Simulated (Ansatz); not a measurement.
## Orbital character of the bands of KI

```
K I
1.0
     0.00000    3.52455    3.52455
     3.52455    0.00000    3.52455
     3.52455    3.52455    0.00000
K I
1 1
Direct
  0.00000 0.00000 0.00000
  0.50000 0.50000 0.50000
```

Atom numbers follow the list: K1, I2.

The cell is COD entry 9009735, as deposited and not checked against the literature; nothing was relaxed.

Spin–orbit coupling is left out, though it moves levels of the heavy atoms by tenths of an eV or more.

Computed with DFT, PBEsol, all-electron LAPW, scalar-relativistic (Ansatz 0.2.0).

Numerical set-up: a Γ-centred 8×8×8 k mesh, Fermi–Dirac smearing of 0.01 eV, basis error target 1 meV/atom, no spin polarisation.

Weights are projections on a minimal set of Löwdin-orthogonalised atomic shells, summed over atoms of an element; the rest lies outside that basis, and weights on diffuse cation s shells are inflated where empty shells are missing from it. Energies are in eV from the valence-band top.

Points: X (0.500, 0.000, 0.500), L (0.500, 0.500, 0.500).

| state | character |
| --- | --- |
| X, -11.91 eV | K 3p 99 % |
| X, -11.88 eV (×2) | K 3p 99 % |
| X, -10.41 eV | ? |
| X, -1.03 eV | ? |
| X, -0.38 eV (×2) | I 5p 99 % |
| L, -12.03 eV | ? |
| L, -11.87 eV (×2) | ? |
| L, -10.25 eV | I 5s 91 %, K 3p 9 % |
| L, -1.36 eV | I 5p 81 %, K 4s 18 % |
| L, -0.35 eV (×2) | I 5p 99 % |

(1) What belongs in the row "L, -11.87 eV (×2)", column "character"?

(2) What belongs in the row "L, -12.03 eV", column "character"?

(3) Give the missing entry: row "X, -10.41 eV", column "character".

(4) Give the missing entry: row "X, -1.03 eV", column "character".

## Answers

(1) K 3p 100 %.

(2) K 3p 91 %, I 5s 9 %.

(3) I 5s 97 %.

(4) I 5p 98 %.
